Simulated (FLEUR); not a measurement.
# TePb (Fm-3m) in FLEUR: further runs

One crystal, TePb, is run at these levels: PBE; tasks: band structure, equation of state.

All numbers are computed with FLEUR MaX-R8.1 (later development tree); they aren't measurements. Logs are shortened: lines on timing, memory, paths and dates and some standing lists are left out, and cuts for length are marked.

**What was measured.**

From a printed reference work, monograph, for a bulk crystal of TePb at 4.2 K: band gap 0.19 eV (direct).

How close the calculation comes is told below.

### 1 The crystal as given

It takes space group Fm-3m (No. 225, cubic). The conventional cell has a = 6.462 Å, b = 6.462 Å, c = 6.462 Å, α = 90.00°, β = 90.00°, γ = 90.00°. Pb (site symmetry m-3m) is surrounded by 6 Te at 3.23 Å. Around Te (site symmetry m-3m) lie 6 Pb at 3.23 Å.

### 2 Band structure, PBE

File inp.xml:

```xml
<?xml version="1.0" encoding="UTF-8" standalone="no"?>
<fleurInput fleurInputVersion="0.39">
   <comment>
      TePb                                                                                                
   </comment>
   <calculationSetup>
      <cutoffs Kmax="4.0" Gmax="20.0" GmaxXC="20.0" numbands="0"/>
      <scfLoop itmax="60" minDistance="0.00001" maxIterBroyd="15" imix="Anderson" alpha="0.05" precondParam="0.0" spinf="2.0" sdNocoIR="T"/>
      <coreElectrons ctail="T" frcor="F" kcrel="0" coretail_lmax="0"/>
      <xcFunctional name="pbe" relativisticCorrections="F"/>
      <magnetism jspins="1"/>
      <soc l_soc="F" theta="0.0" phi="0.0" spav="F"/>
      <expertModes spex="0" secvar="F"/>
      <geometryOptimization l_f="F" forcealpha="1.0" forcemix="BFGS" epsdisp="0.00001" epsforce="0.00001"/>
      <ldaU l_linMix="F" mixParam="0.05" spinf="1.0"/>
   </calculationSetup>
   <cell>
      <bzIntegration valenceElectrons="42.0" mode="hist" fermiSmearingEnergy="0.00183747">
         <kPointListSelection listName="default-1"/>
         <!-- k-points included here -->
         <xi:include xmlns:xi="http://www.w3.org/2001/XInclude" href="kpts.xml"> </xi:include>
      </bzIntegration>
      <!-- symmetry operations included here -->
      <xi:include xmlns:xi="http://www.w3.org/2001/XInclude" href="sym.xml"> </xi:include>
      <bulkLattice scale="1.0">
         <bravaisMatrix>
[... 31 lines left out ...]
         </electronConfig>
         <energyParameters s="5" p="5" d="5" f="4"/>
         <lo type="SCLO" l="1" n="4" eDeriv="0"/>
         <lo type="SCLO" l="1" n="4" eDeriv="1"/>
         <lo type="SCLO" l="2" n="4" eDeriv="0"/>
         <lo type="SCLO" l="2" n="4" eDeriv="1"/>
         <lo type="SCLO" l="0" n="5" eDeriv="2"/>
         <lo type="SCLO" l="3" n="4" eDeriv="2"/>
      </species>
   </atomSpecies>
   <atomGroups>
      <atomGroup species="Lead (Pb)">
         <relPos label="                   1">.0000000000 .0000000000 .0000000000</relPos>
         <force calculate="T" relaxXYZ="TTT"/>
      </atomGroup>
      <atomGroup species="Tellurium (Te)">
         <relPos label="                   2">1.000/2.000 1.000/2.000 1.000/2.000</relPos>
         <force calculate="T" relaxXYZ="TTT"/>
      </atomGroup>
   </atomGroups>
   <output dos="F" band="F" slice="F">
      <checks vchk="F" cdinf="F"/>
      <bandDOS minEnergy="-.5*Htr" maxEnergy="0.5*Htr" sigma="0.015" storeEVData="T"/>
      <vacuumDOS vacdos="F" integ="F" star="F" nstars="0" locx1="0.0" locy1="0.0" locx2="0.0" locy2="0.0" nstm="0" tworkf="0.0"/>
      <unfoldingBand unfoldBand="F" supercellX="1" supercellY="1" supercellZ="1"/>
      <plotting iplot="0" polar="F">
         <plot TwoD="T" vec1="  1.0  0.0  0.0" vec2="  0.0  1.0  0.0" vec3="  0.0  0.0  1.0" zero="  0.0  0.0  0.0" file="plot"/>
      </plotting>
      <chargeDensitySlicing numkpt="0" minEigenval="0.0" maxEigenval="0.0" nnne="0" pallst="F"/>
      <specialOutput eonly="F"/>
      <moessbauerParams electricFieldGradient="T" isomerShift="T" coreHyperfine="T" valenceHyperfine="T"/>
      <magneticCircularDichroism mcd="F" energyLo="-10.0" energyUp="0.0"/>
   </output>
  <!-- We include the file relax.xml here to enable relaxations (see documentation) -->
  <xi:include xmlns:xi="http://www.w3.org/2001/XInclude" href="relax.xml"> <xi:fallback/> </xi:include>
</fleurInput>
```

File crystal.txt:

```
TePb
&input cartesian=F /
0.0000000000  3.2310000000  3.2310000000
3.2310000000  0.0000000000  3.2310000000
3.2310000000  3.2310000000  0.0000000000
1.8897261246
1.0 1.0 1.0

2
82 0.0000000000  0.0000000000  0.0000000000
52 0.5000000000  0.5000000000  0.5000000000

&kpt div1=7 div2=7 div3=7 gamma=T /
```

File inp.xml (bands):

```
<?xml version="1.0" encoding="UTF-8" standalone="no"?>
<fleurInput fleurInputVersion="0.39">
   <comment>
      TePb                                                                                                
   </comment>
   <calculationSetup>
      <cutoffs Kmax="4.0" Gmax="20.0" GmaxXC="20.0" numbands="0"/>
      <scfLoop itmax="60" minDistance="0.00001" maxIterBroyd="15" imix="Anderson" alpha="0.05" precondParam="0.0" spinf="2.0" sdNocoIR="T"/>
      <coreElectrons ctail="T" frcor="F" kcrel="0" coretail_lmax="0"/>
      <xcFunctional name="pbe" relativisticCorrections="F"/>
      <magnetism jspins="1"/>
      <soc l_soc="F" theta="0.0" phi="0.0" spav="F"/>
      <expertModes spex="0" secvar="F"/>
      <geometryOptimization l_f="F" forcealpha="1.0" forcemix="BFGS" epsdisp="0.00001" epsforce="0.00001"/>
      <ldaU l_linMix="F" mixParam="0.05" spinf="1.0"/>
   </calculationSetup>
   <cell>
      <bzIntegration valenceElectrons="42.0" mode="hist" fermiSmearingEnergy="0.00183747">
         <kPointListSelection listName="path-1"/>
         <!-- k-points included here -->
         <xi:include xmlns:xi="http://www.w3.org/2001/XInclude" href="kpts.xml"> </xi:include>
      </bzIntegration>
      <!-- symmetry operations included here -->
      <xi:include xmlns:xi="http://www.w3.org/2001/XInclude" href="sym.xml"> </xi:include>
      <bulkLattice scale="1.0">
[... 32 lines left out ...]
         </electronConfig>
         <energyParameters s="5" p="5" d="5" f="4"/>
         <lo type="SCLO" l="1" n="4" eDeriv="0"/>
         <lo type="SCLO" l="1" n="4" eDeriv="1"/>
         <lo type="SCLO" l="2" n="4" eDeriv="0"/>
         <lo type="SCLO" l="2" n="4" eDeriv="1"/>
         <lo type="SCLO" l="0" n="5" eDeriv="2"/>
         <lo type="SCLO" l="3" n="4" eDeriv="2"/>
      </species>
   </atomSpecies>
   <atomGroups>
      <atomGroup species="Lead (Pb)">
         <relPos label="                   1">.0000000000 .0000000000 .0000000000</relPos>
         <force calculate="T" relaxXYZ="TTT"/>
      </atomGroup>
      <atomGroup species="Tellurium (Te)">
         <relPos label="                   2">1.000/2.000 1.000/2.000 1.000/2.000</relPos>
         <force calculate="T" relaxXYZ="TTT"/>
      </atomGroup>
   </atomGroups>
   <output dos="F" band="T" slice="F">
      <checks vchk="F" cdinf="F"/>
      <bandDOS minEnergy="-.5*Htr" maxEnergy="0.5*Htr" sigma="0.015" storeEVData="T"/>
      <vacuumDOS vacdos="F" integ="F" star="F" nstars="0" locx1="0.0" locy1="0.0" locx2="0.0" locy2="0.0" nstm="0" tworkf="0.0"/>
      <unfoldingBand unfoldBand="F" supercellX="1" supercellY="1" supercellZ="1"/>
      <plotting iplot="0" polar="F">
         <plot TwoD="T" vec1="  1.0  0.0  0.0" vec2="  0.0  1.0  0.0" vec3="  0.0  0.0  1.0" zero="  0.0  0.0  0.0" file="plot"/>
      </plotting>
      <chargeDensitySlicing numkpt="0" minEigenval="0.0" maxEigenval="0.0" nnne="0" pallst="F"/>
      <specialOutput eonly="F"/>
      <moessbauerParams electricFieldGradient="T" isomerShift="T" coreHyperfine="T" valenceHyperfine="T"/>
      <magneticCircularDichroism mcd="F" energyLo="-10.0" energyUp="0.0"/>
   </output>
  <!-- We include the file relax.xml here to enable relaxations (see documentation) -->
  <xi:include xmlns:xi="http://www.w3.org/2001/XInclude" href="relax.xml"> <xi:fallback/> </xi:include>
</fleurInput>
```

Potentials or basis: all-electron, FLAPW.

Run with:

```bash
> inpgen -f crystal.txt -profile fast
> # inp.xml edited to the form shown
> fleur_MPI
> fleur_MPI   # second run, on inp.xml (bands)
```

Standard output:

```text
Welcome to FLEUR        (www.flapw.de)
      MaX-Release 8.1          (www.max-centre.eu)

 ========== k-point set info ==========
 Selected k-point list: default-1
 k-point list type: mesh
 7 x 7 x 7
 Number of k points: 20

 ------------Calculation Setup---------------------------
 Number of MPI-tasks      :            1
 Number of PE/node        :            1
 Number of OMP-threads    :            1
 Most efficient MPI parallelization for:
           1           2           4           5          10          20
 Additional eigenvalue parallelization possible
 Number of basis functions:          615
 Approximate size of matrices (H+S) per k-point:         0.006 GB
 --------------------------------------------------------
 Iteration:     1   Distance:       8.27689382 me/bohr^3
 Iteration:     2   Distance:       7.75138347 me/bohr^3
 Iteration:     3   Distance:       3.21487649 me/bohr^3
 Iteration:     4   Distance:       0.95936206 me/bohr^3
 Iteration:     5   Distance:       0.67132546 me/bohr^3
 Iteration:     6   Distance:       0.07182280 me/bohr^3
 Iteration:     7   Distance:       0.05827963 me/bohr^3
 Iteration:     8   Distance:       0.01561397 me/bohr^3
 Iteration:     9   Distance:       0.00151662 me/bohr^3
 Iteration:    10   Distance:       0.00103878 me/bohr^3
 Iteration:    11   Distance:       0.00057289 me/bohr^3
 Iteration:    12   Distance:       0.00008731 me/bohr^3
 Iteration:    13   Distance:       0.00005273 me/bohr^3
 Iteration:    14   Distance:       0.00001118 me/bohr^3
 Iteration:    15   Distance:       0.00000106 me/bohr^3

 ********************************************************************
 Run finished successfully
 Stop message:
   all done
 ********************************************************************
```

output (bands):

```text
Welcome to FLEUR        (www.flapw.de)
      MaX-Release 8.1          (www.max-centre.eu)

 ========== k-point set info ==========
 Selected k-point list: path-1
 k-point list type: path
 Number of k points: 60

 ------------Calculation Setup---------------------------
 Number of MPI-tasks      :            1
 Number of PE/node        :            1
 Number of OMP-threads    :            1
 Most efficient MPI parallelization for:
           1           2           3           4           5           6          10          12          15          20          30          60
 Additional eigenvalue parallelization possible
 Number of basis functions:          615
 Approximate size of matrices (H+S) per k-point:         0.006 GB
 --------------------------------------------------------
 Fermi energy correction for insulators:
 No automatic correction of the Fermi energy has been performed.

 Note: Band structure data (together with different weights) is also stored in the banddos.hdf file.
       A convenient way of extracting and plotting the data from that file is by making use of the

 ********************************************************************
 Run finished successfully
 Stop message:
   Charge density postprocessing done.
 ********************************************************************
```

out.xml (last iteration):

```text
<iteration numberForCurrentRun="   15" overallNumber="   15">
         <energyParameters units="Htr">
            <atomicEP atomType="1" spin="1" branch="6s" branchLowest="-4.89" branchHighest="0.55" value="-0.0779181639"/>
            <atomicEP atomType="1" spin="1" branch="6p" branchLowest="-2.75" branchHighest="1.38" value="0.2058507031"/>
            <atomicEP atomType="1" spin="1" branch="5d" branchLowest="-14.34" branchHighest="-0.32" value="-0.3465423868"/>
            <atomicEP atomType="1" spin="1" branch="5f" branchLowest="-4.48" branchHighest="1.84" value="0.5457457340"/>
            <loAtomicEP atomType="1" spin="1" branch="5p" branchLowest="-23.27" branchHighest="-2.75" value="-2.8151524471"/>
            <loAtomicEP atomType="1" spin="1" branch="5p" branchLowest="-23.27" branchHighest="-2.75" value="-2.8151524471"/>
            <loAtomicEP atomType="1" spin="1" branch="6s" branchLowest="-4.89" branchHighest="0.55" value="-0.0779181639"/>
            <loAtomicEP atomType="1" spin="1" branch="5d" branchLowest="-14.34" branchHighest="-0.32" value="-0.3780774044"/>
            <loAtomicEP atomType="1" spin="1" branch="5f" branchLowest="-4.48" branchHighest="1.84" value="0.5457325524"/>
            <atomicEP atomType="2" spin="1" branch="5s" branchLowest="-5.60" branchHighest="0.31" value="-0.1617458790"/>
            <atomicEP atomType="2" spin="1" branch="5p" branchLowest="-3.77" branchHighest="0.94" value="0.1359817220"/>
            <atomicEP atomType="2" spin="1" branch="5d" branchLowest="-1.08" branchHighest="2.03" value="0.3826313561"/>
            <atomicEP atomType="2" spin="1" branch="4f" branchLowest="-9.99" branchHighest="1.54" value="0.5408332445"/>
            <loAtomicEP atomType="2" spin="1" branch="4p" branchLowest="-29.08" branchHighest="-3.77" value="-3.7781899959"/>
            <loAtomicEP atomType="2" spin="1" branch="4p" branchLowest="-29.08" branchHighest="-3.77" value="-3.7781899959"/>
            <loAtomicEP atomType="2" spin="1" branch="4d" branchLowest="-20.13" branchHighest="-1.08" value="-1.0933526050"/>
            <loAtomicEP atomType="2" spin="1" branch="4d" branchLowest="-20.13" branchHighest="-1.08" value="-1.0933526050"/>
            <loAtomicEP atomType="2" spin="1" branch="5s" branchLowest="-5.60" branchHighest="0.31" value="-0.1617458790"/>
            <loAtomicEP atomType="2" spin="1" branch="4f" branchLowest="-9.99" branchHighest="1.54" value="0.5408333889"/>
         </energyParameters>
         <eigenvalues>
            <eigenvaluesAt spin="1" ikpt="1" k_x="0.00000000" k_y="0.00000000" k_z="0.00000000">
                      -3.7666357018       -3.7666357018       -3.7666357018       -2.7502087548       -2.7502087548
                      -2.7502087548       -1.0966039339       -1.0966039339       -1.0964015356       -1.0964015356
                      -1.0964015356       -0.3819782286       -0.3819782286       -0.3816680531       -0.3816680531
                      -0.3816680531       -0.2092822459        0.0269773398        0.1830047154        0.1830047154
[... 85 lines left out ...]
               <shell n="4" l="0" isomerShift="22673.60268"/>
               <shell n="3" l="2" isomerShift="0.00328"/>
               <shell n="4" l="1" isomerShift="1997.28146"/>
               <shell n="4" l="2" isomerShift="0.00091"/>
               <shell n="4" l="3" isomerShift="0.00000"/>
               <shell n="5" l="0" isomerShift="4846.75526"/>
            </coreIsomerShift>
            <coreIsomerShift atomType="2" isTotal="232178.40146">
               <shell n="1" l="0" isomerShift="201660.30672"/>
               <shell n="2" l="0" isomerShift="24008.81345"/>
               <shell n="2" l="1" isomerShift="632.51210"/>
               <shell n="3" l="0" isomerShift="4745.14078"/>
               <shell n="3" l="1" isomerShift="135.56142"/>
               <shell n="4" l="0" isomerShift="996.06696"/>
               <shell n="3" l="2" isomerShift="0.00003"/>
            </coreIsomerShift>
            <isomerShift atomType="1" nucleusRadius="0.0001398" averageDensity="2991347.50291"/>
            <isomerShift atomType="2" nucleusRadius="0.0001189" averageDensity="232295.34424"/>
            <electricFieldGradient atomType="1" VXX="0.00000" VYY="0.00000" VZZ="0.00000" asymParam="0.00000">
            </electricFieldGradient>
            <electricFieldGradient atomType="2" VXX="0.00000" VYY="0.00000" VZZ="0.00000" asymParam="0.00000">
            </electricFieldGradient>
         </moessbauerParams>
         <totalEnergy                                    value="   -27725.1461093823" units="Htr">
            <sumOfEigenvalues                            value="   -17070.7449727829">
               <coreElectrons value="-17017.3959395820"/>
               <valenceElectrons value="-53.3490332009"/>
            </sumOfEigenvalues>
            <densityCoulombPotentialIntegral value="-47883.0808903698"/>
            <densityEffectivePotentialIntegral value="-48623.8959320865"/>
            <chargeDenXCDenIntegral value="-566.4786998998"/>
            <FockExchangeEnergyValence value="0.0000000000"/>
            <FockExchangeEnergyCore value="0.0000000000"/>
            <atomTypeDependentContributions atomType="1">
               <electronNucleiInteractionDifferentMTs value="26464.3822019117"/>
               <MadelungTerm value="-39.9262974252"/>
            </atomTypeDependentContributions>
            <atomTypeDependentContributions atomType="2">
               <electronNucleiInteractionDifferentMTs value="8241.6947261562"/>
               <MadelungTerm value="-24.2746981082"/>
            </atomTypeDependentContributions>
            <tkbTimesEntropy value="0.0000000000"/>
            <freeEnergy value="-27725.1461093823"/>
            <extrapolationTo0K value="-27725.1461093823"/>
         </totalEnergy>
         <densityConvergence units="me/bohr^3">
            <chargeDensity spin="1" distance="0.0000010619"/>
         </densityConvergence>
      </iteration>
```

It took 47 s on 1 thread of Arm Neoverse V1, shared host; peak memory 0.12 GiB.

What came out:

- Free energy: -754439.6595 eV
- Band gap along the path: 0.73 eV, direct
- Valence electrons inside the program's atomic spheres: Pb 17.93; Te 20.15 (radii Pb 2.66, Te 2.66 bohr)

Levels at the corners of the path, in eV from the Fermi level:
```
point  band 17  band 18  band 19  band 20  band 21  band 22  band 23  band 24  band 25  band 26
    Γ   -11.92    -5.49    -1.25    -1.25    -1.25     4.19     4.19     4.19     5.92     5.92
    X   -10.24    -7.18    -4.40    -2.70    -2.70     3.40     5.58     5.58     6.81    10.37
    W   -10.08    -7.87    -3.68    -3.68    -0.26     1.78     5.33     5.33     6.96     6.96
    K   -10.15    -7.86    -4.01    -2.20    -1.98     3.68     3.89     5.24     6.05     8.99
    Γ   -11.92    -5.49    -1.25    -1.25    -1.25     4.19     4.19     4.19     5.92     5.92
    L   -10.49    -8.48    -0.79    -0.79     0.10     0.84     1.38     1.38     8.49     9.40
    U   -10.15    -7.86    -4.01    -2.20    -1.98     3.68     3.89     5.24     6.05     8.99
    W   -10.08    -7.87    -3.68    -3.68    -0.26     1.78     5.33     5.33     6.96     6.96
    L   -10.49    -8.48    -0.79    -0.79     0.10     0.84     1.38     1.38     8.49     9.40
    K   -10.15    -7.86    -4.01    -2.20    -1.98     3.68     3.89     5.24     6.05     8.99
    U   -10.15    -7.86    -4.01    -2.20    -1.98     3.68     3.89     5.24     6.05     8.99
    X   -10.24    -7.18    -4.40    -2.70    -2.70     3.40     5.58     5.58     6.81    10.37
```

Core levels (eV from the Fermi level):
```
atom                                                                                                                                                                                                                                                     levels
1 Pb  1s1/2 -87978.6, 2s1/2 -15718.7, 2p1/2 -15092.8, 2p3/2 -12902.7, 3s1/2 -3769.7, 3p1/2 -3487.7, 3p3/2 -2999.0, 4s1/2 -850.2, 3d3/2 -2536.6, 3d5/2 -2432.6, 4p1/2 -728.3, 4p3/2 -608.6, 4d3/2 -410.2, 4d5/2 -387.9, 4f5/2 -131.1, 4f7/2 -126.1, 5s1/2 -139.3
2 Te                                                                                                            1s1/2 -31602.0, 2s1/2 -4840.1, 2p1/2 -4534.3, 2p3/2 -4259.8, 3s1/2 -958.9, 3p1/2 -833.2, 3p3/2 -782.0, 4s1/2 -158.7, 3d3/2 -560.4, 3d5/2 -549.7
```

Caveat: this odd mesh misses L, where the gap lies, so gap, dielectric constants and Born charges aren't listed; spin-orbit coupling is left out, which moves the levels of the heavy elements.

### 3 Equation of state, PBE, 31.71 Å³/atom (volume scaled by 0.94)

Changes to inp.xml since step 2:

```diff
@@ -24,3 +24,3 @@
       <xi:include xmlns:xi="http://www.w3.org/2001/XInclude" href="sym.xml"> </xi:include>
-      <bulkLattice scale="1.0">
+      <bulkLattice scale="0.9795861087">
          <bravaisMatrix>
```

Potentials or basis: all-electron, FLAPW.

Run with:

```bash
> inpgen -f crystal.txt -profile fast
> # inp.xml edited to the form shown
> fleur_MPI
```

It took 36 s on 1 thread of Arm Neoverse V1, shared host; peak memory 0.11 GiB.

Results (log left out):

| Property | Result |
| --- | --- |
| Free energy | -754439.5643 eV |
| Valence electrons inside the program's atomic spheres | Pb 17.98; Te 20.18 (radii Pb 2.66, Te 2.66 bohr) |

Caveat: this odd mesh misses L, where the gap lies, so gap, dielectric constants and Born charges aren't listed.

### 4 Equation of state, PBE, 32.38 Å³/atom (volume scaled by 0.96)

Changes to inp.xml since step 3:

```diff
@@ -24,3 +24,3 @@
       <xi:include xmlns:xi="http://www.w3.org/2001/XInclude" href="sym.xml"> </xi:include>
-      <bulkLattice scale="0.9795861087">
+      <bulkLattice scale="0.9864848297">
          <bravaisMatrix>
```

Run with:

```bash
> inpgen -f crystal.txt -profile fast
> # inp.xml edited to the form shown
> fleur_MPI
```

Wall time 36 s (1 thread of Arm Neoverse V1, shared host); peak memory 0.11 GiB.

Results (log left out):

* Free energy: -754439.6057 eV
* Valence electrons inside the program's atomic spheres: Pb 17.96; Te 20.17 (radii Pb 2.66, Te 2.66 bohr)

Caveat: this odd mesh misses L, where the gap lies, so gap, dielectric constants and Born charges aren't listed.

(Continued in part 2 of 2.)
